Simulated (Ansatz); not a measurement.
The same path of a periodic cell of 17 atoms, Si (host Si, host structure diamond, interstitial Si) was run twice with different band settings. Lost on the way: Si2–Si17. Made: Si13–Si17.

The calculation used DFT PBEsol, scalar-relativistic, plane waves, PAW (Ansatz 0.2.0). Settings: PAW set soft_1, cutoff 420 eV, k mesh 2x2x2, gaussian smearing 0.05 eV, no spin polarisation.

Relaxed end points:

```xyz
17
Lattice="0.0000 5.4300 5.4300 5.4300 0.0000 5.4300 5.4300 5.4300 0.0000" Properties=species:S:1:pos:R:3
Si -0.002 -0.001 -0.035
Si 1.379 1.379 1.333
Si 2.712 2.716 -0.002
Si 4.045 4.051 1.333
Si 2.745 0.000 2.713
Si 4.064 1.362 4.075
Si 5.427 2.684 2.713
Si 6.808 4.051 4.093
Si -0.002 2.745 2.714
Si 1.359 4.064 4.077
Si 2.675 5.430 2.714
Si 4.044 6.809 4.093
Si 2.713 2.715 5.429
Si 4.066 4.068 6.782
Si 5.427 5.430 5.460
Si 6.787 6.793 6.779
Si 5.425 5.430 2.712
```

```xyz
17
Lattice="0.0000 5.4300 5.4300 5.4300 0.0000 5.4300 5.4300 5.4300 0.0000" Properties=species:S:1:pos:R:3
Si 0.005 0.006 0.003
Si 1.357 1.358 1.357
Si 2.710 2.712 0.004
Si 4.072 4.074 1.322
Si 2.712 0.005 2.710
Si 4.074 1.325 4.070
Si 5.454 2.693 2.690
Si 6.821 4.074 4.072
Si 0.005 2.713 2.709
Si 1.325 4.076 4.070
Si 2.692 5.457 2.689
Si 4.073 6.824 4.071
Si 2.696 2.697 5.449
Si 4.074 4.075 6.820
Si 5.454 5.457 5.452
Si 6.790 6.793 6.783
Si 4.076 4.078 4.068
```

Common settings: spring 5.0 eV/Å²; force threshold 0.05 eV/Å; end points relaxed.

| run | movable images | climbing image | optimiser | start path | iteration limit |
| --- | --- | --- | --- | --- | --- |
| 1 | 3 | yes | fire | straight line | 80 |
| 2 | 2 | no | quadratic models (default) | default | 50 |

Question: What does each run give, and how far can it be trusted?

Answer: Run 1: converged after 37 iterations, highest image 0.300 eV above the first end. By the program's own check the climbing image is a first-order saddle point (lowest curvatures found: -0.28 and 0.62 eV/Å²).
Run 2: converged after 7 iterations, highest image 0.268 eV above the first end. No image climbed, so the highest image needn't sit at the top of the path.
Limits of this set-up: coarse k mesh, PAW files made for another functional.
